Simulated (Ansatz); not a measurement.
The system is AlNi3.

```
Ni Al
1.0
     3.52305    0.00000    0.00000
     0.00000    3.52305    0.00000
     0.00000    0.00000    3.52305
Ni Al
3 1
Cartesian
  1.7615 1.7615 0.0000
  1.7615 0.0000 1.7615
  0.0000 1.7615 1.7615
  0.0000 0.0000 0.0000
```

The cell is a database's computed one.

Program: Ansatz 0.2.0. Alike in all runs: potentials or basis Ansatz PAW; spin collinear, ferromagnetic start; cell as given; cutoff (eV) 420.

Problem. Order these runs on this cell by their pressure, lowest first.
A. level HSE03; k mesh 4 × 4 × 4; smearing fermi-dirac 0.05 eV; points for each segment of the path 4; mesh quality coarse
B. level HSEsol; k mesh 4 × 4 × 4; smearing fermi-dirac 0.05 eV; points for each segment of the path 4; mesh quality coarse
C. level PBE; k mesh 8 × 8 × 8; smearing gaussian 0.027 eV; mesh quality not flagged

Solution. B (-6.2 GPa), A (3.1 GPa), C (7.4 GPa).

Caveats: some runs use coarse meshes; the magnetic or orbital state may not be the lowest (some runs); the PAW data sets come from PBE, with cores solved anew for the run's functional, which leaves a small shift of forces and pressure (some runs); the thresholds are loose for stress (some runs); the starting moments weren't kept (some runs).
